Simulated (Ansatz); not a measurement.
Theory: DFT PBE, scalar-relativistic, plane waves, PAW in Ansatz 0.2.0. Settings: cutoff 420 eV, Γ-centred meshes spaced at most about 0.3 Å⁻¹, and about 0.25 Å⁻¹ or finer for metals (2π included), Gaussian smearing. No spin polarisation.

Temperature and zero-point effects are left out.

Two forms of ZrH5 were relaxed alike.

1.

```cif
data_structure
_symmetry_space_group_name_H-M 'Cm'
_symmetry_Int_Tables_number 8
_cell_length_a 3.4589
_cell_length_b 5.6550
_cell_length_c 4.1318
_cell_angle_alpha 90.000
_cell_angle_beta 90.308
_cell_angle_gamma 90.000
_cell_volume 80.82
loop_
_atom_site_label
_atom_site_type_symbol
_atom_site_symmetry_multiplicity
_atom_site_Wyckoff_symbol
_atom_site_fract_x
_atom_site_fract_y
_atom_site_fract_z
_atom_site_occupancy
Zr1 Zr 2 a 0.66249 0.00000 0.43467 1
H1 H 4 b 0.65130 0.33787 0.25456 1
H2 H 2 a 0.65139 0.00000 0.94730 1
H3 H 4 b 0.15131 0.08467 0.71760 1
```

2.

```cif
data_structure
_symmetry_space_group_name_H-M 'F-43m'
_symmetry_Int_Tables_number 216
_cell_length_a 5.2742
_cell_length_b 5.2742
_cell_length_c 5.2742
_cell_angle_alpha 90.000
_cell_angle_beta 90.000
_cell_angle_gamma 90.000
_cell_volume 146.72
loop_
_atom_site_label
_atom_site_type_symbol
_atom_site_symmetry_multiplicity
_atom_site_Wyckoff_symbol
_atom_site_fract_x
_atom_site_fract_y
_atom_site_fract_z
_atom_site_occupancy
Zr1 Zr 4 b 0.50000 0.00000 0.00000 1
H1 H 4 c 0.25000 0.25000 0.25000 1
H2 H 16 e 0.38318 0.38318 0.11682 1
```

Task: Which would you expect to be lower, and how large is the difference?

Result: Cell 1 is lower, by 0.31 eV/atom. Cell 1 has space group Cm (No. 8), 6.7 Å³/atom and no gap on its mesh; cell 2 has space group F-43m (No. 216), 6.1 Å³/atom and no gap. Counting H atoms around Zr (those within 1.25 times the shortest such distance or 1.15 times the sum of covalent radii), cell 1 has Zr 12 and cell 2 has Zr 16. The lower one is the more open, so pressure narrows the difference. In cell 1, Zr has 12 H at 2.01–2.18 Å and 2 H at 2.62 Å; H on a site of symmetry 1 is surrounded by 1 H at 1.83 Å, 3 H at 1.96–1.99 Å, 3 Zr at 2.05–2.12 Å and 5 H at 2.26–2.37 Å; H on a site of symmetry m is surrounded by 2 Zr at 2.01–2.12 Å, 4 H at 2.03 Å, 6 H at 2.29–2.34 Å and 2 H at 2.53 Å; 1 more site not described. In cell 2, Zr has 16 H at 2.20–2.28 Å; H on a site of symmetry -43m is surrounded by 4 H at 1.22 Å and 4 Zr at 2.28 Å; around H on a site of symmetry 3m lie 1 H at 1.22 Å, 3 H at 1.74 Å, 3 H at 1.99 Å and 3 Zr at 2.20 Å. Both come from invented guesses. The lowest form computed isn't among them: it has space group P-3m1 (No. 164), 13.0 Å³/atom and lies 136 meV/atom below the best shown.

With hydrogen, zero-point motion can shift such differences by 10 meV/atom or more. Cells relaxed within their symmetry can be saddle points. Some structure types and database cells were kept out of the candidates from the start, so a known form may be missing.
